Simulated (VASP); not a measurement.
## SiC (strained zincblende): a PBE single-point calculation in VASP

INCAR

```
ISMEAR = -1
EDIFF = 1E-7
GGA = PE
IBRION = -1
NSW = 0
NBANDS = 11
LREAL = .FALSE.
ENCUT = 520
LASPH = .TRUE.
LCHARG = .FALSE.
NELM = 120
ISIF = 2
PREC = Accurate
LWAVE = .FALSE.
SIGMA = 0.02
```

KPOINTS

```
KPOINTS created by Atomic Simulation Environment
0
Gamma
10 10 10
0 0 0
```

KPOINTS_OPT

```
special points
7
Reciprocal
0.0000000000 0.0000000000 0.0000000000 1
-0.5000000000 -0.5000000000 0.0000000000 1
-0.3750000000 -0.3750000000 0.2500000000 1
-0.3750000000 0.0000000000 0.3750000000 1
0.0000000000 0.0000000000 0.5000000000 1
-0.5000000000 -0.2500000000 0.2500000000 1
0.0000000000 0.5000000000 0.5000000000 1
```

POSCAR

```
Si C
 1.0000000000000000
     0.0000000000000000    2.1344913040000000    2.1344913040000000
     2.1344913040000000    0.0000000000000000    2.1344913040000000
     2.1344913040000000    2.1344913040000000    0.0000000000000000
 Si  C
   1   1
Cartesian
  0.0000000000000000  0.0000000000000000  0.0000000000000000
  1.0672456520000000  1.0672456520000000  1.0672456520000000
```

VASP ran with the recommended PBE PAW datasets (8 valence electrons in the cell).

Command

```
mpirun -np 1 vasp_std
```

OSZICAR

```
N       E                     dE             d eps       ncg     rms          rms(c)
DAV:   1     0.269442184567E+01    0.26944E+01   -0.41160E+03  1098   0.620E+02
DAV:   2    -0.164696412713E+02   -0.19164E+02   -0.17993E+02  1332   0.108E+02
DAV:   3    -0.170080724966E+02   -0.53843E+00   -0.53720E+00  1259   0.153E+01
DAV:   4    -0.170099612841E+02   -0.18888E-02   -0.18886E-02  1176   0.116E+00
DAV:   5    -0.170099689733E+02   -0.76892E-05   -0.76891E-05  1255   0.673E-02    0.949E+00
DAV:   6    -0.150534162943E+02    0.19566E+01   -0.66016E+00  1160   0.118E+01    0.427E+00
DAV:   7    -0.149826643504E+02    0.70752E-01   -0.46920E-01  1220   0.387E+00    0.190E+00
DAV:   8    -0.149744366985E+02    0.82277E-02   -0.21282E-02  1172   0.973E-01    0.171E-01
DAV:   9    -0.149745431445E+02   -0.10645E-03   -0.14953E-03  1269   0.226E-01    0.116E-01
DAV:  10    -0.149746430386E+02   -0.99894E-04   -0.20441E-04  1148   0.892E-02    0.264E-02
DAV:  11    -0.149746449438E+02   -0.19051E-05   -0.33330E-05  1250   0.312E-02    0.670E-03
DAV:  12    -0.149746453216E+02   -0.37783E-06   -0.15113E-06  1202   0.750E-03    0.118E-03
DAV:  13    -0.149746453586E+02   -0.37067E-07   -0.65748E-08   938   0.186E-03
   1 F= -.14974645E+02 E0= -.14974645E+02  d E =-.150113E-11
       N       E                     dE             ncg
DAV:   1     0.928829092987E+03   -0.20019E+04      154
DAV:   2     0.809658448376E+03   -0.11917E+03      210
DAV:   3     0.807262917023E+03   -0.23955E+01      196
DAV:   4     0.807255908070E+03   -0.70090E-02      197
DAV:   5     0.807255885372E+03   -0.22698E-04      196
DAV:   6     0.807255885241E+03   -0.13087E-06      197
DAV:   7     0.807255885240E+03   -0.10795E-08      190
```

From OUTCAR

```
k-points           NKPTS =     47   k-points in BZ     NKDIM =     47   number of bands    NBANDS=     11

   NELECT =       8.0000    total number of electrons

   dimension x,y,z NGX =    24 NGY =   24 NGZ =   24
   dimension x,y,z NGXF=    48 NGYF=   48 NGZF=   48

  energy-cutoff  :      520.00
  volume of cell :       19.45
      direct lattice vectors                 reciprocal lattice vectors
     0.000000000  2.134491304  2.134491304    -0.234247851  0.234247851  0.234247851
     2.134491304  0.000000000  2.134491304     0.234247851 -0.234247851  0.234247851
     2.134491304  2.134491304  0.000000000     0.234247851  0.234247851 -0.234247851

 k-points in reciprocal lattice and weights: KPOINTS created by Atomic Simulation Env
   0.00000000  0.00000000  0.00000000       0.001
   0.10000000  0.00000000  0.00000000       0.008
   0.20000000  0.00000000  0.00000000       0.008
   0.30000000  0.00000000  0.00000000       0.008
   0.40000000  0.00000000  0.00000000       0.008
   0.50000000  0.00000000  0.00000000       0.004
   0.10000000  0.10000000  0.00000000       0.006
   0.20000000  0.10000000  0.00000000       0.024
   ...

 E-fermi :   9.2453

 k-point     1 :       0.0000    0.0000    0.0000
  band No.  band energies     occupation
      1      -7.0809      2.00000
      2       8.8167      2.00000
      3       8.8167      2.00000
      4       8.8167      2.00000
      5      15.7811      0.00000
      6      16.5685      0.00000
      7      16.5685      0.00000
      8      16.5685      0.00000
      9      23.6929      0.00000
     10      23.6929      0.00000
     11      26.2788      0.00000

 k-point     2 :       0.1000    0.0000    0.0000
  band No.  band energies     occupation
      1      -6.8757      2.00000
      2       7.7990      2.00000
      3       8.6817      2.00000
      4       8.6817      2.00000
      5      15.9347      0.00000
      6      16.8207      0.00000
      7      16.8207      0.00000
      8      16.9439      0.00000
      9      22.6935      0.00000
     10      22.6935      0.00000
     11      25.6382      0.00000

 k-point     3 :       0.2000    0.0000    0.0000
  band No.  band energies     occupation
      1      -6.2686      2.00000
      2       5.6212      2.00000
      3       8.3716      2.00000
      4       8.3716      2.00000
      5      15.5772      0.00000
      6      17.1637      0.00000
      7      17.1637      0.00000
      8      18.1934      0.00000
      9      22.0166      0.00000
     10      22.0166      0.00000
     11      24.7318      0.00000

 k-point     4 :       0.3000    0.0000    0.0000
  band No.  band energies     occupation
      1      -5.2942      2.00000
      2       3.2173      2.00000
      3       8.0518      2.00000
      4       8.0518      2.00000
      5      15.1701      0.00000
      6      16.9371      0.00000
      7      16.9371      0.00000
      8      19.0727      0.00000
      9      22.9468      0.00000
     10      22.9468      0.00000
     11      24.5773      0.00000

 k-point     5 :       0.4000    0.0000    0.0000
  band No.  band energies     occupation
      1      -4.0763      2.00000
      2       1.0578      2.00000
      3       7.8305      2.00000
      4       7.8305      2.00000
      5      14.9085      0.00000
      6      16.4895      0.00000
      7      16.4895      0.00000
      8      19.2492      0.00000
      9      25.0152      0.00000
     10      25.0152      0.00000
     11      25.2868      0.00000

 k-point     6 :       0.5000    0.0000    0.0000
  band No.  band energies     occupation
      1      -3.2786      2.00000
      2      -0.0653      2.00000
      3       7.7530      2.00000
      4       7.7530      2.00000
      5      14.8218      0.00000
      6      16.2992      0.00000
      7      16.2992      0.00000
      8      19.2168      0.00000
      9      25.7921      0.00000
     10      26.7096      0.00000
     11      26.7096      0.00000

 k-point     7 :       0.1000    0.1000    0.0000
  band No.  band energies     occupation
      1      -6.8073      2.00000
      2       8.0814      2.00000
      3       8.3281      2.00000
      4       8.3281      2.00000
      5      15.7191      0.00000
      6      16.5492      0.00000
      7      17.3031      0.00000
      8      17.3031      0.00000
      9      21.2217      0.00000
     10      24.0002      0.00000
     11      27.1415      0.00000

 k-point     8 :       0.2000    0.1000    0.0000
  band No.  band energies     occupation
      1      -6.3339      2.00000
      2       6.3766      2.00000
      3       7.8855      2.00000
      4       8.1958      2.00000
      5      15.3311      0.00000
      6      16.8762      0.00000
      7      17.8718      0.00000
      8      17.9404      0.00000
      9      20.5842      0.00000
     10      23.6881      0.00000
     11      26.2877      0.00000

 k-point     9 :       0.3000    0.1000    0.0000
  band No.  band energies     occupation
      1      -5.4794      2.00000
      2       4.0900      2.00000
      3       7.5394      2.00000
      4       7.8253      2.00000
      5      15.0266      0.00000
      6      16.9472      0.00000
      7      17.9790      0.00000
      8      18.2307      0.00000
      9      21.5826      0.00000
     10      24.1731      0.00000
     11      25.6933      0.00000

 k-point    10 :       0.4000    0.1000    0.0000
  band No.  band energies     occupation
      1      -4.3230      2.00000
      2       1.8561      2.00000
      3       7.3692      2.00000
      4       7.3850      2.00000
      5      14.7589      0.00000
      6      16.4731      0.00000
      7      17.4579      0.00000
      8      19.3855      0.00000
      9      22.7679      0.00000
     10      25.8657      0.00000
     11      26.1033      0.00000

 k-point    11 :       0.5000    0.1000    0.0000
  band No.  band energies     occupation
      1      -3.2401      2.00000
      2       0.2531      2.00000
      3       6.9938      2.00000
      4       7.4473      2.00000
      5      14.7465      0.00000
      6      16.1879      0.00000
      7      16.9684      0.00000
      8      20.0257      0.00000
      9      24.3251      0.00000
     10      26.7194      0.00000
     11      26.7754      0.00000

 k-point    12 :      -0.4000    0.1000    0.0000
  band No.  band energies     occupation
      1      -3.5326      2.00000
      2       0.6525      2.00000
      3       6.7943      2.00000
      4       7.7036      2.00000
      5      15.0400      0.00000
      6      16.1967      0.00000
      7      16.7872      0.00000
      8      20.0252      0.00000
      9      24.4603      0.00000
     10      25.1030      0.00000
     11      27.0771      0.00000

 k-point    13 :      -0.3000    0.1000    0.0000
  band No.  band energies     occupation
      1      -4.7330      2.00000
      2       2.5716      2.00000
      3       6.8265      2.00000
      4       8.0900      2.00000
      5      15.4927      0.00000
      6      16.5776      0.00000
      7      16.9345      0.00000
      8      19.4178      0.00000
      9      22.1324      0.00000
     10      24.4320      0.00000
     11      26.4507      0.00000

 k-point    14 :      -0.2000    0.1000    0.0000
  band No.  band energies     occupation
      1      -5.8048      2.00000
      2       4.8499      2.00000
      3       7.1242      2.00000
      4       8.4936      2.00000
      5      15.9427      0.00000
      6      17.0539      0.00000
      7      17.1108      0.00000
      8      18.4171      0.00000
      9      20.8159      0.00000
     10      23.4192      0.00000
     11      26.1982      0.00000

 k-point    15 :      -0.1000    0.1000    0.0000
  band No.  band energies     occupation
      1      -6.5363      2.00000
      2       6.8464      2.00000
      3       7.7876      2.00000
      4       8.7446      2.00000
      5      16.2212      0.00000
      6      16.6670      0.00000
      7      16.8865      0.00000
      8      17.9090      0.00000
      9      21.1788      0.00000
     10      22.7689      0.00000
     11      26.7761      0.00000

 k-point    16 :       0.2000    0.2000    0.0000
  band No.  band energies     occupation
      1      -5.9973      2.00000
      2       6.4487      2.00000
      3       7.3199      2.00000
      4       7.3199      2.00000
      5      14.0708      0.00000
      6      16.2893      0.00000
      7      18.9996      0.00000
      8      18.9996      0.00000
      9      20.2010      0.00000
     10      24.9141      0.00000
     11      28.7660      0.00000

 ...

  Total        2.2922451      2.2922451      2.2922451     -0.0000000     -0.0000000      0.0000000
  in kB      188.8245567    188.8245567    188.8245567     -0.0000000     -0.0000000      0.0000000
  external PRESSURE =     188.8245567 kB  Pullay stress =       0.0000000 kB

 POSITION                                       TOTAL-FORCE (eV/Angst)
 -----------------------------------------------------------------------------------
      0.00000      0.00000      0.00000        -0.000000     -0.000000     -0.000000
      1.06725      1.06725      1.06725         0.000000      0.000000      0.000000
 -----------------------------------------------------------------------------------
    total drift:                                0.000000      0.000000      0.000000

  FREE ENERGIE OF THE ION-ELECTRON SYSTEM (eV)
  ---------------------------------------------------
  free  energy   TOTEN  =       -14.9746453586 eV

  energy  without entropy=      -14.9746453586  energy(sigma->0) =      -14.97464536
```

* gap between bands v and c: 1.30 eV
* least direct gap: 4.60 eV
* pressure: 18.9 GPa

Band v is the last that the valence electrons fill when counted band by band, and c is the next.

The run took about 6.1 s on one core of a shared host (Intel Xeon Platinum 8488C) and held 0.14 GiB at most.
